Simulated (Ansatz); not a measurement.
# Decaying states in the gap of GaO, part 2 of 4

Wanted: the relaxed cell of GaO, its band edges and its decay constants. It is built by putting O for S in the GaS structure of space group R-3m, with the volume rescaled by atomic radii. The parent structure comes from the Materials Project.

Ansatz 0.2.0; r2SCAN DFT, plane waves, PAW files (the session's first sound run).

So far. Step 2 (Relaxing the new crystal): The largest force component on a free atom ends at 0.0013 eV/Å.

The structure was built from a prototype and need not be the compound's stable phase.

## (3) Band edges

The energy window and the wavevectors of the next steps follow from the band edges, so these are searched first, off the mesh as well.

The input, input.yaml:

```yaml
crystal:
  lattice:
    - [1.5406490326, 0.8894941337, 6.3331364274]
    - [-1.5406490326, 0.8894941337, 6.3331364274]
    - [0.0, -1.7789882674, 6.3331364274]
  atoms:
    - { symbol: Ga, position: [0.9346836786, 0.9346836786, 0.9346836786] }
    - { symbol: Ga, position: [0.0653163214, 0.0653163214, 0.0653163214] }
    - { symbol: O, position: [0.2312853031, 0.2312853031, 0.2312853031] }
    - { symbol: O, position: [0.7687146969, 0.7687146969, 0.7687146969] }
kpoints:
  mp_grid: { grid: [8, 8, 8] }
  band_path: { path: [VBM, CBM], npoints: 30 }
scf:
  occupations: { method: fixed }
hamiltonian:
  xc: r2scan
output:
  eigenvalues: true
  write_potential: true
  write_density: true
  volumetric_format: npy
```

Started as:

```console
$ ansatz run input.yaml --threads 2 --pin off --max-ram 4096MiB --backend cpu --events-out ev --progress --plain --runs-dir out
```

Numbers of over 12 decimals in the logs are rounded to 6 here.

What it wrote:

```text
[...]
Crystal: 4 atoms, lattice volume = 52.074 Å³
Basis set: ecut = 500 eV, 1337 PW (Γ), FFT grids on a1−a2, a2, −a2+a3, exchange–correlation on 96×192×96 points (64 copies of the dense FFT grid, shifted against one another)
Bands: 23, of which v1, the nominal top of the filled ones, is band 19 counted from 1 (18 counted from 0)
Symmetry: 12 space group operations
[...]
k-points: 65 of 512
[...]
SCF iter   1: F=—  HF=-8718.849127 eV  |F-HF|=—  |Δ(HF+E_count)|=         —  Δρ=1.27e-2  dr2=5.01e-2  dr2_τ=1.05e-1  ethr=1.77e-3  ⟨swp⟩=4.7  Hψ=5527  notcnv=0  defer=127
[...]
SCF iter   8: F=-8718.900349 eV  HF=-8718.900349 eV  |F-HF|=1.09e-11  |Δ(HF+E_count)|=   9.53e-9  Δρ=2.83e-6  dr2=2.05e-9  dr2_τ=1.08e-10  ethr=2.63e-10  ⟨swp⟩=2.8  Hψ=3115  notcnv=0
SCF 1 converged in 8 iterations: F = -8718.900349 eV  dr2 = 2.05e-9
[...]
NSCF: frozen V_eff on 32 k-points
[...]
SCF converged after 8 iterations
Free energy (F): -8718.900349 eV
[...]
Internal energy: -8718.900349 eV  (E = F + TS)
E sigma→0 (E₀):  -8718.900349 eV
Fermi energy:    7.444229 eV
[...]
--- Band table (eV; the first three rows and the last of 65) ---
  k-point 0: bands = [... 15 lower, 4.9316, 5.0284, 5.0284, 5.8984, 10.1334, 12.4682, 17.7882, 18.3187]
  k-point 1: bands = [... 15 lower, 4.7513, 4.8015, 4.8592, 6.4612, 10.7464, 13.0089, 16.5702, 17.8394]
  k-point 2: bands = [... 15 lower, 4.3423, 4.4576, 4.7919, 7.0129, 11.8673, 13.2906, 14.7811, 17.3124]
  k-point 64: bands = [... 15 lower, 4.8987, 5.0604, 5.0604, 7.4442, 8.9260, 12.7854, 17.3120, 18.5017]
```

Wall time 11 s (2 threads of Arm Neoverse V2, shared host); peak memory 0.44 GiB; 20 s of CPU time.

In the SCF lines HF is the Harris–Foulkes energy and dr2 the Hartree energy of the density residual, in eV; the loop may stop once dr2 is under the threshold and the program's other checks hold. Hψ counts applications of the Hamiltonian.

Numbers from this step:

| Property | Result |
| --- | --- |
| Fermi energy | 7.444 eV |
| gap on the k-mesh | 1.482 eV |
| gap on path | 1.476 eV, by band count; negative where bands overlap |
| direct gap on path | 1.482 eV |
| edge places on path | 0, 2.252 1/A along the path |

The electronic bands at the labelled points (eV, zero at the Fermi level (highest filled level under fixed occupations); v1 is the highest filled band, c1 the lowest empty one):

```
  point     v4     v3     v2     v1    c1    c2    c3
    VBM  -2.83  -2.64  -2.47   0.01  2.00  5.71  9.76
halfway  -3.62  -3.52  -3.03  -0.15  3.61  5.86  6.43
    CBM  -2.55  -2.38  -2.38   0.00  1.48  5.34  9.87
```

The electronic bands as a text plot (rows in eV, shown from -7.3 to 6.3 only; labels by their first letter):

```
    6.0 |+++++     ++         ++++++++         ++      +++++
    5.4 |            ++  +++++        ++++++ ++             +++++
    4.8 |            ++++                   +++
    4.3 |          ++    ++++           ++++   ++++
    3.7 |       +++          +++++++++++           ++
    3.1 |     ++                                     ++
    2.6 | ++++                                         +++
    2.0 |+                                                ++++
    1.4 |                                                     +++
    0.9 |
    0.3 |
   -0.3 |********************************************************
   -0.8 |
   -1.4 |
   -1.9 |
   -2.5 |********                                    ************
   -3.1 |***************************************************
   -3.6 |   *******    **********************          **
   -4.2 |********************           *************************
   -4.8 |       ***                              ****
   -5.3 |          **                          **
   -5.9 |            ****                   ***
   -6.5 | *************  ****           ******************
   -7.0 |*             *********************              *******
         V                                                      C
```

The searched edges give 1.48 eV, against 1.48 eV on the mesh.

## (4) Complex bands, plane (110), k-mesh 14×14×14

This step: r2SCAN DFT, plane waves, PAW files; complex bands by layer matching along the plane's normal (Ansatz 0.2.0).

The same crystal is laid in a cell whose first two vectors span the (110) plane (indices of the standard conventional cell, whose axes can be ordered otherwise than in the bulk input). At fixed energy and wavevector in the plane the solver finds all kz, real and complex. A few wavevectors are listed, (0, 0) and (-0.5, 0) in units of the plane's reciprocal vectors; the slowest state needn't be among them.

The input, input.yaml:

```yaml
crystal:
  lattice:
    - [6.578253284, 0.0, 0.0]
    - [-1.44330073, 5.138100457, 0.0]
    - [-0.721650365, 2.569050228, 1.540649033]
  atoms:
    - { symbol: Ga, position: [0.8040510358, 0.9346836786, 0.0] }
    - { symbol: Ga, position: [0.1959489642, 0.0653163214, 0.0] }
    - { symbol: O, position: [0.6938559093, 0.2312853031, 0.0] }
    - { symbol: O, position: [0.3061440907, 0.7687146969, 0.0] }
kpoints:
  mp_grid: { grid: [14, 14, 14] }
scf:
  occupations: { method: fixed }
hamiltonian:
  xc: r2scan
output:
  eigenvalues: true
  transmission:
    leads: [[0, 0]]
    kpoints: [[0.0, 0.0], [-0.5, 0.0]]
    e_range: [-1.0, 2.48]
    de: 0.06
```

What it wrote:

```text
[...]
Crystal: 4 atoms, lattice volume = 52.074 Å³
Basis set: ecut = 500 eV, 1337 PW (Γ), exchange–correlation on 192×160×96 points (64 copies of the dense FFT grid, shifted against one another)
Bands: 23, of which v1, the nominal top of the filled ones, is band 19 counted from 1 (18 counted from 0)
Symmetry: 12 space group operations
[...]
k-points: 288 of 2744
[...]
SCF iter   1: F=—  HF=-8718.849172 eV  |F-HF|=—  |Δ(HF+E_count)|=         —  Δρ=1.27e-2  dr2=5.01e-2  dr2_τ=1.05e-1  ethr=1.77e-3  ⟨swp⟩=4.8  Hψ=24477  notcnv=0  defer=560
[...]
SCF iter   8: F=-8718.900407 eV  HF=-8718.900407 eV  |F-HF|=1.82e-11  |Δ(HF+E_count)|=   9.52e-9  Δρ=2.84e-6  dr2=2.08e-9  dr2_τ=1.08e-10  ethr=2.63e-10  ⟨swp⟩=2.8  Hψ=13788  notcnv=0
SCF 1 converged in 8 iterations: F = -8718.900407 eV  dr2 = 2.08e-9
[...]
transmission: 3 of 6 steps passed
transmission: 6 of 6 steps passed
SCF converged after 8 iterations
Free energy (F): -8718.900407 eV
[...]
Internal energy: -8718.900407 eV  (E = F + TS)
E sigma→0 (E₀):  -8718.900407 eV
Fermi energy:    7.446955 eV
[...]
--- Band table (eV; the first three rows and the last of 288) ---
  k-point 0: bands = [... 15 lower, 4.9316, 5.0283, 5.0283, 5.8983, 10.1333, 12.4682, 17.7882, 18.3187]
  k-point 1: bands = [... 15 lower, 4.7371, 4.8095, 4.8610, 6.4369, 10.7547, 12.9957, 16.6806, 17.5807]
  k-point 2: bands = [... 15 lower, 4.1356, 4.3014, 4.8759, 6.9905, 11.9807, 13.6075, 15.0241, 16.1689]
  k-point 287: bands = [... 15 lower, 4.8987, 5.0604, 5.0604, 7.4442, 8.9260, 12.7854, 17.3120, 18.5017]
--- Transmission ---
  basis      : 351 plane waves across, 3 finite elements along
  points     : 2, as listed
  energies   : 59 from -1.000000 to 2.480000 eV about the Fermi level, 0.060000 eV apart; the leads are filled to 0.739536 eV, and channels, transmission and decay are at 0.740000 eV
  crystal 0  : Ga2O2, at the sites [0, 0], period 1.5406 Å: whole cells are its period
    offset         : up to 0.0000 Å between an atom of the period and one for which it stands
    channels       : 0.000000e0 a spin
    conductance    : none, the energies end too early or step too widely for 300 K: set another output.transmission.e_range or a lower de, or, where they end at an eighth of basis.ecutwfc, a higher one
    slowest decay  : 0.2083 /Å at (-0.5000, 0.0000)
```

It took 1.7 min on 2 threads; peak memory 1.2 GiB.

This step gave:

| Item | Value |
| --- | --- |
| free energy | -8718.9004 eV |
| Fermi energy | 7.447 eV |
| gap on the k-mesh | 1.479 eV |
| level to which the leads are filled | 0.7395 eV from the Fermi level |
| decay constant at the filling level, zone centre | 0.3629 Å⁻¹ |
| decay constant at the filling level, slowest listed point | 0.2083 Å⁻¹ |

K parallel (0, 0); values up to 1.5 1/Å, a degenerate pair printed once or twice; energies at which all values exceed this have no row. Table of Im kz of the slowest decaying states by energy, zero at the highest filled level on the SCF mesh:

```
energy (eV)  decay 1 (Å⁻¹)  decay 2 (Å⁻¹)  decay 3 (Å⁻¹)  decay 4 (Å⁻¹)
      -1.00          0.352          0.389          0.405          0.531
      -0.88          0.358          0.364          0.392          0.532
      -0.70          0.193          0.365          0.396          0.501
      -0.58          0.368          0.398          0.493          0.562
      -0.46          0.371          0.400          0.489          0.570
      -0.28          0.374          0.402          0.488          0.581
      -0.16          0.375          0.402          0.487          0.587
      -0.04          0.376          0.402          0.487          0.580
       0.02          0.122          0.376          0.402          0.487
       0.14          0.258          0.375          0.401          0.487
       0.26          0.336          0.374          0.400          0.487
       0.38          0.372          0.394          0.398          0.488
       0.56          0.368          0.395          0.463          0.488
       0.68          0.365          0.392          0.487          0.503
       0.80          0.361          0.388          0.487          0.541
       0.92          0.355          0.384          0.487          0.539
       1.10          0.346          0.376          0.485          0.533
       1.22          0.339          0.370          0.485          0.529
       1.34          0.330          0.363          0.483          0.522
       1.52          0.315          0.351          0.482          0.510
       1.64          0.304          0.342          0.480          0.502
       1.76          0.291          0.331          0.478          0.494
       1.94          0.267          0.313          0.475          0.482
       2.06          0.249          0.299          0.473          0.473
       2.18          0.227          0.283          0.464          0.471
       2.36          0.187          0.253          0.450          0.467
       2.48          0.151          0.229          0.440          0.464
```

K parallel (-0.5, 0); values up to 1.5 1/Å, a degenerate pair printed once or twice; energies at which all values exceed this have no row. The Im kz of the slowest decaying states by energy, zero at the highest filled level on the SCF mesh:

```
energy (eV)  decay 1 (Å⁻¹)  decay 2 (Å⁻¹)  decay 3 (Å⁻¹)  decay 4 (Å⁻¹)
      -1.00          0.252          0.312          0.357          0.395
      -0.82          0.258          0.283          0.365          0.394
      -0.64          0.232          0.262          0.369          0.388
      -0.46           0.12          0.263          0.366          0.367
      -0.28          0.262          0.294          0.353          0.461
      -0.16          0.104          0.260          0.328          0.461
       0.02          0.166          0.203          0.255          0.462
       0.20          0.248          0.323          0.454          0.461
       0.38          0.238          0.381          0.460          0.478
       0.56          0.225          0.417          0.458          0.474
       0.74          0.208          0.441          0.456          0.471
       0.92          0.187          0.452          0.457          0.469
       1.10          0.158          0.448          0.467          0.467
       1.28          0.118          0.442          0.465          0.474
       1.46         0.0370          0.436          0.462          0.476
       1.64          0.428          0.459          0.475          0.476
       1.76          0.422          0.457          0.472          0.475
       1.94          0.412          0.454          0.467          0.470
       2.12          0.400          0.450          0.461          0.463
       2.30          0.386          0.446          0.455          0.455
       2.48          0.369          0.441          0.444          0.448
```

At the listed wavevectors the last open channel is at -0.04 eV and the next at +1.52 eV on the grid. At +0.74 eV, the grid energy nearest the filling level (the middle of the gap on the SCF mesh), the slowest state at the listed wavevectors decays with κ = 0.208 Å⁻¹, its amplitude falling by e over 4.8 Å. Through 1 nm of this crystal that state's transmission falls by exp(−2 × 0.208 Å⁻¹ × 10 Å) = 0.016.

[end of part 2 of 4]

[Logs are printed without paths, hosts, clocks, repeated set-up lines and the standing remarks that a program may print on its own settings, such as how far it seeks lower states.]

[Hosts, paths, dates, database ids (printed as entryN), source tags and the programs' standing remarks are cut or masked in the printed files.]
